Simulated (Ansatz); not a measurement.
# Sb (R-3m) in Ansatz: equation of state

How stiff is Sb in PBEsol, and what volume does it want? The cell is scaled to several volumes.

Program: Ansatz 0.2.0. These are calculated values, not measurements. Logs are shortened: lines on timing, memory, paths and dates and some standing lists are left out, and cuts for length are marked.

## (1) Starting point

Symmetry: R-3m, No. 166, trigonal system. The conventional cell has a = 4.308 Å, b = 4.308 Å, c = 11.274 Å, α = 90.00°, β = 90.00°, γ = 120.00°. Sb (site symmetry 3m) has 3 Sb at 2.91 Å as nearest neighbours.

## (2) Single point, PBEsol, 28.39 Å³/atom (volume scaled by 0.94)

The input, input.yaml:

```yaml
crystal:
  lattice:
    - [2.1102243954, 1.2183386227, 3.6812845966]
    - [-2.1102243954, 1.2183386227, 3.6812845966]
    - [0.0, -2.4366772455, 3.6812845966]
  atoms:
    - { symbol: Sb, position: [0.76651, 0.76651, 0.76651] }
    - { symbol: Sb, position: [0.23349, 0.23349, 0.23349] }
hamiltonian:
  xc: pbesol
  pseudopotentials: { kind: paw }
kpoints:
  mp_grid: { grid: [8, 8, 8] }
scf:
  occupations: { method: fermi_dirac, width: 0.05 }
output:
  forces: true
  stress: true
  eigenvalues: true
```

Potentials or basis: Ansatz PAW.

Started as:

```
ansatz run input.yaml --threads 2 --pin off --max-ram 5632MiB --backend cpu --events-out ev --progress --plain --runs-dir out
```

Output:

```text
Warning: RAYON_NUM_THREADS=2 ignored (pool sized by the plan → 2); use --threads N
Engine: ansatz 0.2.0, x86_64-unknown-linux-gnu
Pseudopotentials: kind: paw
Pseudopotential: Sb, paw, valence charge 15, recommended cutoff 420 eV (normal), Sb.paw.azcp
Functional definition: PBEsol
  exchange = pbesol_x
  correlation = pbesol_c
Crystal: 2 atoms, lattice volume = 56.787 Å³
Basis set: ecut = 420 eV, 1111 PW (Γ), exchange–correlation on 60×60×60 points (8 copies of the dense FFT grid, shifted against one another)
Bands: 19, of which v1, the nominal top of the filled ones, is band 15 counted from 1 (14 counted from 0)
Symmetry: 12 space group operations
Space group: R-3m (ITA 166), of the structure as read, at distance tolerance 3.8e-5 Å
k-points: 65 of 512
Non-local potential: Sb, projectors of the file, l = 0: 2, l = 1: 2, l = 2: 2, l = 3: 2
PAW form: soft (Blöchl's): semilocal exchange-correlation on the pseudo side does not see the compensation charge
PAW frozen core: Sb, regenerated for the run's functional, and the local potential with it (the file was generated under x = pbe(κ = 0.804, μ = 0.2195149727645171), c = pbe(β = 0.06672455060314922))
PAW one-centre angular grid: Sb, 590 points (default); XC on 64 Gauss nodes
Initial density: superposition of atomic densities (neutral atoms: chi_scale 0, normalization atom), corrected by the library's trained network
Initial wavefunctions: pseudopotential atomic-orbital guess
Functional: x = pbesol(κ = 0.804, μ = 0.12345679012345678), c = pbesol(β = 0.046)
SCF iter   1: F=—  HF=-12816.133365 eV  |F-HF|=—  |Δ(HF+E_count)|=         —  Δρ=2.70e-3  dr2=2.81e-3  ethr=1.77e-3  ⟨swp⟩=6.4  Hψ=6544  notcnv=0
preconditioner: auto → Kerker (q_TF=auto, 2.453 Å⁻¹)  [metal: Δε(μ)=0.011 eV  Ē_g=8.980 eV  σ=0.050 eV  W_gap=0.06  n_scr=14 (ndim 8)  ℏωp=15.6 eV  f_vac=0.000  D(μ)=0.37/eV (n_scr^D=0)]
SCF iter   2: F=—  HF=-12816.130858 eV  |F-HF|=—  |Δ(HF+E_count)|=   2.51e-3  Δρ=1.83e-3  dr2=1.19e-3  ethr=9.37e-6  ⟨swp⟩=2.6  Hψ=2763  notcnv=0
SCF iter   3: F=—  HF=-12816.130619 eV  |F-HF|=—  |Δ(HF+E_count)|=   2.39e-4  Δρ=8.59e-4  dr2=2.10e-4  ethr=3.97e-6  ⟨swp⟩=2.0  Hψ=2214  notcnv=0
SCF iter   4: F=—  HF=-12816.130469 eV  |F-HF|=—  |Δ(HF+E_count)|=   1.50e-4  Δρ=2.89e-4  dr2=3.49e-5  ethr=6.99e-7  ⟨swp⟩=2.0  Hψ=2197  notcnv=0
SCF iter   5: F=—  HF=-12816.130455 eV  |F-HF|=—  |Δ(HF+E_count)|=   1.33e-5  Δρ=4.88e-5  dr2=2.72e-6  ethr=1.16e-7  ⟨swp⟩=2.0  Hψ=2213  notcnv=0
SCF iter   6: F=—  HF=-12816.130455 eV  |F-HF|=—  |Δ(HF+E_count)|=   1.03e-7  Δρ=1.56e-5  dr2=2.57e-7  ethr=9.08e-9  ⟨swp⟩=2.2  Hψ=1443  notcnv=0
SCF iter   7: F=-12816.130455 eV  HF=-12816.130455 eV  |F-HF|=7.89e-8  |Δ(HF+E_count)|=   5.02e-8  Δρ=1.57e-5  dr2=8.03e-8  ethr=3.33e-10  ⟨swp⟩=4.9  Hψ=4003  notcnv=0
SCF 1 converged in 7 iterations: F = -12816.130455 eV  dr2 = 8.03e-8
SCF converged after 7 iterations
Free energy (F): -12816.130455 eV
Harris-Foulkes:  -12816.130455 eV  (|F-HF|=7.89e-8)
Internal energy: -12816.127481 eV  (E = F + TS)
E sigma→0 (E₀):  -12816.128968 eV
Entropy (-TS):   -0.002974 eV (-1.487 meV/atom)
Fermi energy:    10.998521 eV
--- Per-component energies (eV) ---
  E_band       = -316.206509
  E_kinetic    = 416.942660
  E_local      = -3102.836777  (includes V_loc(G=0)·N_el)
  E_nonlocal   = 728.635977
  E_hartree    = 1412.048909
  E_xc         = -276.064712
  E_vxc        = -194.675529  (∫ρ·V_xc dr)
  E_paw        = -8999.486552  (= ΣΔE_a)
  E_vpaw       = -988.386408  (= ΣTr[D̂ρ^β])
  E_aug_tail   = -0.000004  (compensation charges beyond the density's cutoff)
  E_ewald      = -2996.030697
  E_core_change = 0.663714  (= ΣΔE_core)
  E_smearing   = -0.002974  (= −TS)
  E_closure    = 0.000000  (closes the sum)
  Σ components = -12816.130455   (vs F -12816.130455, Δ=0.00e0)
--- Forces (eV/Å), atoms counted from 1 ---
  atom   1  Sb     0.00000000     0.00000000    -0.45296792
  atom   2  Sb     0.00000000    -0.00000000     0.45296792
  max |Σ_I F_I| component: 2.78e-17 eV/Å
--- Stress (GPa, compression-positive) ---
        4.555369      -0.000000      -0.000000
        0.000000       4.555369       0.000000
        0.000000       0.000000       3.241941
  P = ⅓ Tr σ = 4.1176 GPa (41.176 kbar)
--- Band table (eV; the first three rows and the last of 65) ---
  k-point 0: bands = ["-18.5850", "-18.5850", "-18.4749", "-18.4749", "-18.4483", "-18.3332", "-18.3332", "-18.3294", "-18.2385", "-18.2385", "-2.3363", "6.3977", "8.6851", "9.0022", "9.0022", "13.0136", "13.7041", "13.7041", "15.9819"]
  k-point 1: bands = ["-18.5773", "-18.5742", "-18.4711", "-18.4684", "-18.4433", "-18.3384", "-18.3374", "-18.3336", "-18.2495", "-18.2467", "-2.1519", "5.5103", "8.7288", "8.9553", "9.3682", "12.9316", "13.2487", "13.2776", "15.3558"]
  k-point 2: bands = ["-18.5568", "-18.5433", "-18.4620", "-18.4507", "-18.4287", "-18.3550", "-18.3530", "-18.3408", "-18.2790", "-18.2684", "-1.6034", "3.8551", "8.7478", "8.8732", "9.8595", "12.2000", "12.2958", "12.3716", "15.7486"]
  k-point 64: bands = ["-18.5239", "-18.5239", "-18.4514", "-18.4514", "-18.4224", "-18.3527", "-18.3504", "-18.3504", "-18.3055", "-18.3055", "-0.6631", "1.6084", "9.5065", "9.5065", "10.5043", "10.9649", "10.9649", "12.1245", "18.0096"]
```

Wall time 1.1 s (2 threads of Intel Xeon 6975P-C (Granite Rapids), shared host); peak memory 0.4 GiB.

Results:

```
Free energy            : -12816.1305 eV
Pressure               : 4.1 GPa
Largest force          : 0.453 eV/Å
Band gap on the k mesh : none (metal or under the smearing width)
```

Caveat: the PAW data sets come from PBE, with cores solved anew for the run's functional, which leaves a small shift of forces and pressure.

## (3) Single point, PBEsol, 29.00 Å³/atom (volume scaled by 0.96)

input.yaml, as its differences from that of step 2:

```diff
@@ -2,5 +2,5 @@
   lattice:
-    - [2.1102243954, 1.2183386227, 3.6812845966]
-    - [-2.1102243954, 1.2183386227, 3.6812845966]
-    - [0.0, -2.4366772455, 3.6812845966]
+    - [2.1250856202, 1.2269187549, 3.7072099901]
+    - [-2.1250856202, 1.2269187549, 3.7072099901]
+    - [0.0, -2.4538375098, 3.7072099901]
   atoms:
```

Potentials or basis: Ansatz PAW.

Started as:

```
ansatz run input.yaml --threads 2 --pin off --max-ram 5632MiB --backend cpu --events-out ev --progress --plain --runs-dir out
```

Run time: 1.1 s. Hardware: 2 threads of Intel Xeon 6975P-C (Granite Rapids), shared host; peak memory 0.4 GiB.

The run converged. Its results:

- Free energy: -12816.1556 eV
- Pressure: 2.6 GPa
- Largest force: 0.329 eV/Å
- Band gap on the k mesh: none (metal or under the smearing width)

Caveat: the PAW data sets come from PBE, with cores solved anew for the run's functional, which leaves a small shift of forces and pressure.

## (4) Single point, PBEsol, 29.60 Å³/atom (volume scaled by 0.98)

input.yaml, as its differences from that of step 3:

```diff
@@ -2,5 +2,5 @@
   lattice:
-    - [2.1250856202, 1.2269187549, 3.7072099901]
-    - [-2.1250856202, 1.2269187549, 3.7072099901]
-    - [0.0, -2.4538375098, 3.7072099901]
+    - [2.1397418462, 1.2353805309, 3.7327777635]
+    - [-2.1397418462, 1.2353805309, 3.7327777635]
+    - [0.0, -2.4707610619, 3.7327777635]
   atoms:
```

Started as:

```
ansatz run input.yaml --threads 2 --pin off --max-ram 5632MiB --backend cpu --events-out ev --progress --plain --runs-dir out
```

Wall time 1.2 s (2 threads of Intel Xeon 6975P-C (Granite Rapids), shared host); peak memory 0.4 GiB.

It converged, with:

| Item | Value |
| --- | --- |
| Free energy | -12816.1699 eV |
| Pressure | 1.2 GPa |
| Largest force | 0.213 eV/Å |
| Band gap on the k mesh | none (metal or under the smearing width) |

Caveat: the PAW data sets come from PBE, with cores solved anew for the run's functional, which leaves a small shift of forces and pressure.

## (5) Single point, PBEsol, 30.21 Å³/atom

input.yaml, as its differences from that of step 4:

```diff
@@ -2,5 +2,5 @@
   lattice:
-    - [2.1397418462, 1.2353805309, 3.7327777635]
-    - [-2.1397418462, 1.2353805309, 3.7327777635]
-    - [0.0, -2.4707610619, 3.7327777635]
+    - [2.1542, 1.2437279499, 3.758]
+    - [-2.1542, 1.2437279499, 3.758]
+    - [0.0, -2.4874558998, 3.758]
   atoms:
```

Started as:

```
ansatz run input.yaml --threads 2 --pin off --max-ram 5632MiB --backend cpu --events-out ev --progress --plain --runs-dir out
```

It took 1.1 s on 2 threads of Intel Xeon 6975P-C (Granite Rapids), shared host; peak memory 0.41 GiB.

Results (log left out):

```
Free energy            : -12816.1746 eV
Pressure               : 0.0 GPa
Largest force          : 0.104 eV/Å
Band gap on the k mesh : none (metal or under the smearing width)
```

Caveat: the PAW data sets come from PBE, with cores solved anew for the run's functional, which leaves a small shift of forces and pressure.

## (6) Single point, PBEsol, 30.81 Å³/atom (volume scaled by 1.02)

input.yaml, as its differences from that of step 5:

```diff
@@ -2,5 +2,5 @@
   lattice:
-    - [2.1542, 1.2437279499, 3.758]
-    - [-2.1542, 1.2437279499, 3.758]
-    - [0.0, -2.4874558998, 3.758]
+    - [2.1684666409, 1.2519647989, 3.7828881425]
+    - [-2.1684666409, 1.2519647989, 3.7828881425]
+    - [0.0, -2.5039295978, 3.7828881425]
   atoms:
@@ -19 +19,5 @@
   eigenvalues: true
+  write_density: true
+  write_potential: true
+  elf: true
+  volumetric_format: npy
```

Potentials or basis: Ansatz PAW.

Started as:

```
ansatz run input.yaml --threads 2 --pin off --max-ram 5632MiB --backend cpu --events-out ev --progress --plain --runs-dir out
```

Run time: 1.4 s. Hardware: 2 threads of Intel Xeon 6975P-C (Granite Rapids), shared host; peak memory 0.42 GiB.

It converged, with:

```yaml
Free_energy: -12816.1705 eV
Pressure: -1.1 GPa
Band_gap_on_the_k_mesh: none (metal or under the smearing width)
```

Caveat: the PAW data sets come from PBE, with cores solved anew for the run's functional, which leaves a small shift of forces and pressure.

## (7) Single point, PBEsol, 31.41 Å³/atom (volume scaled by 1.04)

The input, input.yaml:

```yaml
crystal:
  lattice:
    - [2.1825479877, 1.2600946682, 3.8074530396]
    - [-2.1825479877, 1.2600946682, 3.8074530396]
    - [0.0, -2.5201893365, 3.8074530396]
  atoms:
    - { symbol: Sb, position: [0.76651, 0.76651, 0.76651] }
    - { symbol: Sb, position: [0.23349, 0.23349, 0.23349] }
hamiltonian:
  xc: pbesol
  pseudopotentials: { kind: paw }
kpoints:
  mp_grid: { grid: [8, 8, 8] }
scf:
  occupations: { method: fermi_dirac, width: 0.05 }
output:
  forces: true
  stress: true
  eigenvalues: true
```

Started as:

```
ansatz run input.yaml --threads 2 --pin off --max-ram 5632MiB --backend cpu --events-out ev --progress --plain --runs-dir out
```

It took 1.1 s on 2 threads of Intel Xeon 6975P-C (Granite Rapids), shared host; peak memory 0.41 GiB.

The run converged. Its results:

```
Free energy            : -12816.1587 eV
Pressure               : -2.0 GPa
Largest force          : 0.091 eV/Å
Band gap on the k mesh : none (metal or under the smearing width)
```

Caveat: the PAW data sets come from PBE, with cores solved anew for the run's functional, which leaves a small shift of forces and pressure.

## (8) Single point, PBEsol, 32.02 Å³/atom (volume scaled by 1.06)

input.yaml, as its differences from that of step 7:

```diff
@@ -2,5 +2,5 @@
   lattice:
-    - [2.1825479877, 1.2600946682, 3.8074530396]
-    - [-2.1825479877, 1.2600946682, 3.8074530396]
-    - [0.0, -2.5201893365, 3.8074530396]
+    - [2.1964499421, 1.2681209653, 3.8317049867]
+    - [-2.1964499421, 1.2681209653, 3.8317049867]
+    - [0.0, -2.5362419306, 3.8317049867]
   atoms:
```

Started as:

```
ansatz run input.yaml --threads 2 --pin off --max-ram 5632MiB --backend cpu --events-out ev --progress --plain --runs-dir out
```

It took 1.2 s on 2 threads of Intel Xeon 6975P-C (Granite Rapids), shared host; peak memory 0.41 GiB.

Results (log left out):

```
Free energy            : -12816.1399 eV
Pressure               : -2.9 GPa
Largest force          : 0.177 eV/Å
Band gap on the k mesh : none (metal or under the smearing width)
```

Caveat: the PAW data sets come from PBE, with cores solved anew for the run's functional, which leaves a small shift of forces and pressure.

## (9) Equation of state, PBEsol

Potentials or basis: Ansatz PAW.

No new run: the results of the series are fitted here.

What came out:

| Property | Result |
| --- | --- |
| Equilibrium volume | 30.21 Å³/atom |
| Bulk modulus at fixed shape and positions | 57 GPa |
| Pressure derivative of the bulk modulus | 4.6 |

Energy against volume, from the lowest point:
```tsv
volume (Å³/atom)	energy (meV/atom)
28.393	22.05
28.998	9.46
29.602	2.30
30.206	0.00
30.810	2.04
31.414	7.95
32.018	17.34
```

Caveat: the cell was scaled at fixed shape and fractional positions, which overstates the stiffness of a crystal with free parameters, most of all of layers and chains.
